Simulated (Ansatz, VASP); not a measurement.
## Two plane-wave programs on Al2BH

```
Al B H
1.0
     4.07539    0.00000    0.00000
    -2.03770    3.52939    0.00000
     0.00000    0.00000    2.96538
Al B H
2 1 1
Direct
  0.33333 0.66667 0.79256
  0.66667 0.33333 0.20744
  0.00000 0.00000 0.00000
  0.00000 0.00000 0.50000
```

Alike in both runs: functional PBE; k mesh 15 × 15 × 16; occupations gaussian, width 0.1 eV; no spin polarisation.

Ansatz relaxed the structure, and its values are those at the end. VASP's run is a single point on that final structure, the one shown.

```csv
,VASP,Ansatz
version,VASP 6.6.1,Ansatz 0.2.0
potentials or method,"VASP PAW PBE potentials, release 64 (Al, B, H)","scalar-relativistic, plane waves, PAW"
plane-wave cutoff (eV),520,420
valence electrons in the cell,10,10
```

Ansatz gave:

- gap on the k mesh at the Fermi level (eV): none
- pressure (GPa): 0.0

Problem. Estimate VASP's values.

Solution. gap on the k mesh at the Fermi level (eV): none; pressure (GPa): -0.1.

A gap of «none» marks a metal or a gap that the smearing closes. The functional is the same, so the differences come from potentials, cutoffs and numerics.
